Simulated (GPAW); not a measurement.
## Dielectric function and optical constants of ZnS

Aim: the dielectric function of ZnS, and the optical constants that follow from it. The cell comes from an older database entry, whose edges can differ from later determinations, mostly by under a per cent.

Calculated with GPAW 26.7.0; DFT, PBE, plane-wave PAW (GPAW data sets), scalar-relativistic, RPA, optical limit.

Report form: the programs' logs are mostly left out.

The database entry behind the starting cell differs from later determinations by our own check (about 0.1 % short), so it need not match the best structure at ambient conditions.

### Step 1. Set-up

It takes space group F-43m (No. 216, cubic). The conventional cell has a = 5.404 Å, b = 5.404 Å, c = 5.404 Å, α = 90.00°, β = 90.00°, γ = 90.00°. Zn has 4 S at 2.34 Å nearest. Nearest to S lie 4 Zn at 2.34 Å. Farther neighbours and most contacts between anions are not listed.

### Step 2. Ground state

The self-consistent density comes first; it also tells whether there is a gap, which decides the occupations and the need for a Drude term.

This step: DFT, PBE, plane-wave PAW (GPAW data sets), scalar-relativistic, ground state (GPAW 26.7.0).

gs.py

```python
from ase import Atoms
from ase.dft.bandgap import bandgap
from gpaw import GPAW, PW, FermiDirac

atoms = Atoms(['Zn', 'S'],
              cell=[[0.000000000000, 2.702000000000, 2.702000000000],
                    [2.702000000000, 0.000000000000, 2.702000000000],
                    [2.702000000000, 2.702000000000, 0.000000000000]],
              scaled_positions=[[0.750000000000, 0.750000000000, 0.750000000000],
                                [0.000000000000, 0.000000000000, 0.000000000000]],
              pbc=[True, True, True])
atoms.calc = GPAW(mode=PW(500), xc='PBE', kpts={'size': (7, 7, 7), 'gamma': True},
                  occupations=FermiDirac(0.05), maxiter=150, txt='gs.txt')
print('energy (eV)', atoms.get_potential_energy())
print('Fermi level (eV)', atoms.calc.get_fermi_level())
print('valence electrons', atoms.calc.get_number_of_electrons())
print('gap (eV)', bandgap(atoms.calc, output=None)[0])
print('direct gap (eV)', bandgap(atoms.calc, direct=True, output=None)[0])
atoms.calc.write('gs.gpw')
```

Started as:

```console
$ OMP_NUM_THREADS=1 python gs.py
```

The job ended after 4.1 s (1 thread of Intel Xeon Platinum 8375C at 2.90GHz (Ice Lake), shared host; peak memory 0.14 GiB).

This step gave:

- energy: -6.915 eV
- Fermi energy: 4.698 eV
- gap on the k-mesh: 2.105 eV
- direct gap on the mesh: 2.105 eV
- electrons: 18

There is a gap, 2.11 eV on this mesh (points off the mesh can give less), so no carriers' term is needed.

### Step 3. Bands for the response

The response needs many more empty bands than the density does.

This step: DFT, PBE, plane-wave PAW (GPAW data sets), scalar-relativistic, bands at fixed density (GPAW 26.7.0).

nscf.py

```python
from ase.dft.bandgap import bandgap
from gpaw import GPAW, FermiDirac

calc = GPAW('gs.gpw').fixed_density(kpts={'size': (11, 11, 11), 'gamma': True}, nbands=36, convergence={'bands': 30},
                                    occupations=FermiDirac(0.001), txt='nscf.txt')
print('gap (eV)', bandgap(calc, output=None)[0])
print('direct gap (eV)', bandgap(calc, direct=True, output=None)[0])
print('top band over the Fermi level (eV)', min(calc.get_eigenvalues(kpt=k)[29] for k in range(len(calc.get_ibz_k_points()))) - calc.get_fermi_level())
calc.write('full.gpw', mode='all')
```

Started as:

```console
$ OMP_NUM_THREADS=1 python nscf.py
```

Wall time 21 s (1 thread); peak memory 0.19 GiB.

### Step 4. Dielectric function, RPA

Transitions between filled and empty bands, summed over the zone, give the optical response, so mesh, band count and broadening shape it.

The induced potential is part of this response.

This step: DFT, PBE, plane-wave PAW (GPAW data sets), scalar-relativistic, RPA, optical limit (GPAW 26.7.0).

df.py

```python
from gpaw.response.df import DielectricFunction

df = DielectricFunction('full.gpw', frequencies={'type': 'nonlinear', 'domega0': 0.03, 'omega2': 8},
                        ecut=50,
                        eta=0.15,
                        nbands=30,
                        txt='df.txt')
for direction in ['x', 'z']:
    df.get_dielectric_function(xc='RPA', direction=direction, filename=f'df_{direction}.csv')
```

Started as:

```console
$ OMP_NUM_THREADS=1 python df.py
```

Wall time 4.8 s (1 thread); peak memory 0.23 GiB.

Read-outs, printed or worked out from the files:

| Property | Result |
| --- | --- |
| electronic dielectric constant ε∞, mean over x, y and z (by symmetry where fewer were run) | 5.633 |
| main peak of Im epsilon, first axis | 5.948 eV |

The Im ε, E ∥ x or z has structure finer than the step of the table below, so its rows give means over 0.5 eV, whole bins alone (the curve runs from 0 to 14.0 eV). Peaks (eV: height): 4.70: 6.62, 5.97: 10.0, 7.97: 6.30.

Values under the direct gap are tails of Lorentzian lines. Table of Im ε, E ∥ x or z by photon energy; means over each step:

photon energy (eV), Im ε, E ∥ x or z and a bar:
```
      0.5        0.0 
      1.0        0.1 
      1.5        0.1 
      2.0        0.4 #
      2.5        0.9 ###
      3.0        1.4 ####
      3.5        2.1 #######
      4.0        3.9 #############
      4.5        5.3 #################
      5.0        5.3 #################
      5.5        6.8 ######################
      6.0        9.3 ##############################
      6.5        8.8 ############################
      7.0        4.9 ################
      7.5        5.4 #################
      8.0        5.8 ###################
      8.5        4.6 ###############
      9.0        3.7 ############
      9.5        3.1 ##########
     10.0        2.3 #######
     10.5        2.4 ########
     11.0        2.1 #######
     11.5        1.7 #####
     12.0        1.6 #####
     12.5        1.5 #####
     13.0        1.4 ####
     13.5        1.1 ###
```

Re ε, E ∥ x or z against photon energy:

```tsv
photon energy (eV)	Re ε, E ∥ x or z
0.0	5.63
0.5	5.68
1.0	5.81
1.5	6.09
2.0	6.61
2.5	7.17
3.0	7.13
3.5	7.83
4.0	8.11
4.5	8.14
5.0	5.75
5.5	6.86
6.0	3.59
6.5	-0.243
7.0	-0.355
7.5	1.16
8.0	-0.281
8.5	-1.21
9.0	-1.51
9.5	-1.46
10.0	-1.03
10.5	-0.568
11.0	-0.908
11.5	-0.753
12.0	-0.488
12.5	-0.738
13.0	-0.606
13.5	-0.599
```

Values under the direct gap are tails of Lorentzian lines. Loss function −Im 1/ε at q → 0, E ∥ x or z against energy loss; read off at these points:

energy loss (eV), loss function −Im 1/ε at q → 0, E ∥ x or z and a bar:
```
     0.00      0.000 
     0.50      0.001 
     1.00      0.002 
     1.50      0.003 
     2.00      0.011 
     2.50      0.014 
     3.00      0.024 #
     3.50      0.031 #
     4.00      0.053 ##
     4.50      0.057 ##
     5.00      0.086 ###
     5.50      0.073 ##
     6.00      0.090 ###
     6.50      0.105 ###
     7.00      0.216 #######
     7.50      0.168 ######
     8.00      0.158 #####
     8.50      0.206 #######
     9.00      0.244 ########
     9.50      0.256 ########
    10.00      0.359 ############
    10.50      0.386 #############
    11.00      0.397 #############
    11.50      0.480 ################
    12.00      0.564 ###################
    12.50      0.534 ##################
    13.00      0.620 #####################
    13.50      0.739 ########################
    13.77      0.905 ##############################
```

The refractive index n and extinction k by photon energy:

```tsv
photon energy (eV)	n	k
0.0	2.37	0
0.5	2.38	0.00550
1.0	2.41	0.0123
1.5	2.47	0.0240
2.0	2.57	0.0915
2.5	2.68	0.133
3.0	2.68	0.239
3.5	2.82	0.354
4.0	2.95	0.777
4.5	2.99	0.910
5.0	2.59	0.969
5.5	2.89	1.21
6.0	2.65	1.85
6.5	2.15	2.21
7.0	1.46	1.58
7.5	1.87	1.53
8.0	1.73	1.81
8.5	1.32	1.72
9.0	1.06	1.62
9.5	1.02	1.58
10.0	0.871	1.34
10.5	0.990	1.24
11.0	0.840	1.27
11.5	0.762	1.15
12.0	0.778	1.05
12.5	0.688	1.10
13.0	0.657	1.02
13.5	0.531	0.938
```

The reflectivity at normal incidence, E ∥ x or z has structure finer than the step of the table below, so its rows give means over 0.5 eV, whole bins alone (the curve runs from 0 to 14.0 eV). Peaks (eV: height): 4.61: 29.6, 6.60: 43.2, 8.89: 40.4, 9.55: 38.8, 11.25: 34.6, 12.50: 32.3, 13.43: 35.3.

Table of reflectivity at normal incidence, E ∥ x or z by photon energy; means over each step:

```tsv
photon energy (eV)	reflectivity at normal incidence, E ∥ x or z (%)
0.5	16.7
1.0	17.1
1.5	18.0
2.0	19.2
2.5	20.7
3.0	21.1
3.5	23.3
4.0	26.1
4.5	27.8
5.0	25.7
5.5	29.9
6.0	35.7
6.5	40.7
7.0	32.1
7.5	28.6
8.0	34.6
8.5	36.1
9.0	37.5
9.5	36.9
10.0	33.8
10.5	29.3
11.0	33.2
11.5	32.2
12.0	27.6
12.5	30.6
13.0	29.5
13.5	32.0
```

From ε follow the optical constants at some laser and lamp lines:

```tsv
wavelength (nm)	n	k	R (%)	1/α
1064	2.43	0.015	17.3	5.6 µm
800	2.48	0.026	18.0	2.5 µm
532	2.59	0.095	19.7	447 nm
450	2.63	0.307	20.8	117 nm
405	2.70	0.259	21.5	124 nm
248	2.59	0.969	25.0	20 nm
193	2.31	2.118	40.2	7.3 nm
```

Below the direct gap, k and the depth come from the tails of the Lorentzian lines, not from transitions.

Rows near the edge hang on the gap, which this functional as a rule makes too small, and phonon-assisted absorption is left out.

### Step 5. Results

```json
{
  "electronic dielectric constant ε∞, mean over x, y and z (by symmetry where fewer were run) (RPA)": "5.63",
  "main peak of Im epsilon, first axis": "5.95 eV"
}
```

What this shows: At this level (PBE, RPA) ZnS has ε∞ = 5.63 and n = 2.40 at 1550 nm, and Im ε peaks at 5.9 eV. On the mesh the gap is 2.11 eV and the least direct gap 2.11 eV. Local fields change the static value along x from 6.27 to 5.63 (-10 %). Distinct maxima of Im ε, read by a parabola through the highest points, lie at 4.68 eV (6.6), 5.95 eV (10), 6.40 eV (9.8) and 7.99 eV (6.3). Excitons and phonon-assisted transitions are missing; PBE gaps are as a rule too small, which pulls the onset down and ε∞ up. The sum runs over mesh points, so small or evenly spaced maxima can still be ripples of the mesh. In this version of GPAW the matrix elements of the optical limit are incomplete, which can lower ε − 1 by up to a tenth where first-row anions or d states rule, and shift it by more in d metals.

[Machine, clock and banner lines and Python warnings are left out of the logs.]

[Logs are printed without paths, hosts, clocks, repeated set-up lines and the standing remarks that a program may print on its own settings, such as how far it seeks lower states.]

[Hosts, paths, dates, database ids (printed as entryN), source tags and the programs' standing remarks are cut or masked in the printed files.]
